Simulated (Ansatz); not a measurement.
**Compressing SiO$_{2}$: a fit and a missing row**

SiO$_{2}$, Fddd, a = 4.759 Å, b = 9.522 Å, c = 14.855 Å. This isn't the usual stable structure of the compound. Ansatz: PBE, PAW, 420 eV, Γ-centred 6×6×6 mesh on 12 atoms, Gaussian smearing 0.02 eV; no spin polarisation. Shape and atoms are relaxed at each volume; pressure is positive in compression.

| V (Å³/atom) | P (GPa) |
| --- | --- |
| 12.341 | ? |
| 12.761 | 12.59 |
| 13.182 | 7.96 |
| 13.603 | 3.78 |
| 14.023 | 0.01 |
| 14.444 | -3.38 |
| 14.865 | -6.42 |
| 15.426 | -10.00 |

Question: Take V0 = 14.023 Å³/atom, count pressures from its P0 = 0.01 GPa, fit the third-order Birch–Murnaghan form to the other rows, and predict the missing pressure.

Answer: With the Eulerian strain f = ½[(V0/V)^(2/3) − 1] and y = (P − P0)/[3f(1 + 2f)^(5/2)], the form is the line y = B0 + 1.5 B0 (B0′ − 4) f. Rows (f, y): 0.03244, 110.5; 0.02105, 113.6; 0.01024, 116.7; -0.00976, 121.6; -0.01906, 123.9; -0.03080, 127.0. Means f = 0.0006850, y = 118.88; Σ(Δf)² = 0.003005, ΣΔfΔy = -0.7777; the slope is their ratio. y = 119.1 − 258.8 f GPa, so B0 = 119.1 GPa and B0′ = 4 + 2 × (-258.8)/(3 × 119.1) = 2.55. At V = 12.341, f = 0.04446, y = 107.59 and P = 17.77 GPa. The run gave 17.74 GPa, so the fit is 0.03 GPa too high, a small miss on the scale of the series.